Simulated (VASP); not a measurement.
# H14CO8: single point with LDA

H14CO8:

```
CELL_PARAMETERS angstrom
6.24025 0.00000 0.00000
0.00000 6.24025 0.00000
0.00000 0.00000 6.24025
ATOMIC_POSITIONS crystal
O 0.72415 0.85434 0.44777
O 0.40187 0.49195 0.36989
O 0.06614 0.83599 0.21642
O 0.73519 0.50104 0.60948
O 0.22174 0.02406 0.81546
O 0.10341 0.23223 0.48629
O 0.52163 0.92995 0.11855
O 0.61518 0.59438 0.00500
H 0.86418 0.87363 0.34951
H 0.72654 0.67547 0.48960
H 0.47851 0.52637 0.22930
H 0.30776 0.35954 0.39055
H 0.20156 0.75938 0.27619
H 0.11966 0.97986 0.24880
H 0.68928 0.54068 0.76452
H 0.60026 0.44700 0.52431
H 0.31521 0.99355 0.93818
H 0.09503 0.94818 0.87618
H 0.98191 0.33205 0.49583
H 0.13280 0.13333 0.61562
H 0.61962 0.87984 0.32866
H 0.53855 0.83514 0.80906
C 0.56075 0.79117 0.97673
```

The cell was built by a generator and needn't be a form met in nature.

```yaml
Program: VASP 6.6.1
Task: single point
Functional: LDA
Potentials_or_basis: VASP PAW LDA potentials, release 64 (O, H, C)
Cutoff: 520 eV
k_mesh: 1 × 1 × 1
Occupations: fermi-dirac, width 0.05 eV
Spin: no spin polarisation
Dipole_correction: no
Further_INCAR_settings: LREAL = Auto; ALGO = Normal; EDIFF = 1e-07; NBANDS = 50
```

```
Pressure               : -1.5 GPa
Largest force          : 2.128 eV/Å
Band gap on the k mesh : 5.00 eV, direct
```

Forces on the atoms (eV/Å):
```
O    1.699 -0.280 -0.475
O    0.551  0.579 -0.088
O    1.855 -0.531  0.658
O   -0.512 -0.327 -0.593
O   -1.600 -0.856  0.399
O    0.725 -0.967 -0.705
O   -0.553 -0.377 -0.468
O   -0.351  1.790  0.096
H   -0.264 -0.676  1.111
H    0.304  0.652  1.088
H   -0.349 -0.960  0.196
H   -0.296  0.378 -0.327
H   -1.560 -0.322 -0.489
H   -0.221  1.195  0.114
H    0.114 -0.564 -0.319
H    0.138  0.411  0.546
H    1.002  0.767  0.297
H    0.071  0.210 -0.489
H   -0.238 -0.175  0.773
H   -0.154  1.244 -0.342
H   -1.121  0.244 -0.626
H    0.133  0.525 -0.900
C    0.627 -1.959  0.545
```

Stress tensor (GPa, compression positive):
```
-1.14  0.56  1.49
 0.56 -1.81  0.07
 1.49  0.07 -1.54
```

Levels at points of the mesh, in eV from the valence-band top:
```
           k point  band 31  band 32  band 33  band 34  band 35  band 36
(0.00, 0.00, 0.00)    -0.36    -0.30     0.00     5.00     5.38     8.08
```

Wall time 16 s on 1 thread of Intel(R) Xeon(R) Platinum 8559C (Emerald Rapids), with other jobs on the host, peak memory 0.23 GiB.

LDA gaps usually lie below the measured ones, often by a third to a half.
